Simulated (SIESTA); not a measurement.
## CuAu3 under changes of volume

One of the cells (15.761 Å³/atom); the others are scaled copies at fixed shape and fractional positions:

```
Au Cu
1.0
     3.98000    0.00000    0.00000
     0.00000    3.98000    0.00000
     0.00000    0.00000    3.98000
Au Cu
3 1
Direct
  0.50000 0.50000 0.00000
  0.50000 0.00000 0.50000
  0.00000 0.50000 0.50000
  0.00000 0.00000 0.00000
```

| Item | Value |
| --- | --- |
| Program | SIESTA 5.4.2 |
| Functional | LDA |
| Potentials or basis | PseudoDojo 0.4 standard (LDA files) |
| Basis | DZP (energy shift 0.003 Ry; two zetas on semicore shells) |
| Grid cutoff | 800 Ry |
| Energy shift | 0.003 Ry |
| k mesh | 7 × 7 × 7 |
| Occupations | fermi-dirac, width 0.05 eV |
| Spin | no spin polarisation |

```csv
volume (Å³/atom),energy over the lowest point (meV/atom),pressure (GPa)
14.816,10.04,7.0
15.131,0.86,2.5
15.446,0.00,-1.4
15.761,6.35,-5.0
16.076,19.38,-8.0
16.392,?,?
16.707,60.87,-12.8
```

Question: What does the run at 16.392 Å³/atom give?

Answer: Energy over the lowest point 37.78 meV/atom; pressure -10.5 GPa.

Worked out: A Birch-Murnaghan fit of order 3 (a polynomial in V^(-2/3)) to the other rows has its minimum at 15.32 Å³/atom with B0 = V·E''(V) = 191 GPa and B' = 5.8. It gives 37.72 meV/atom at 16.392 Å³/atom, against the run's 37.78, and -dE/dV = -10.6 GPa, against -10.5.

Energies are extrapolated to zero smearing.

Caveats: short orbitals over semicore shells can move pressures by several GPa; the basis of atomic orbitals isn't converged, which shifts pressures, moduli and gaps.
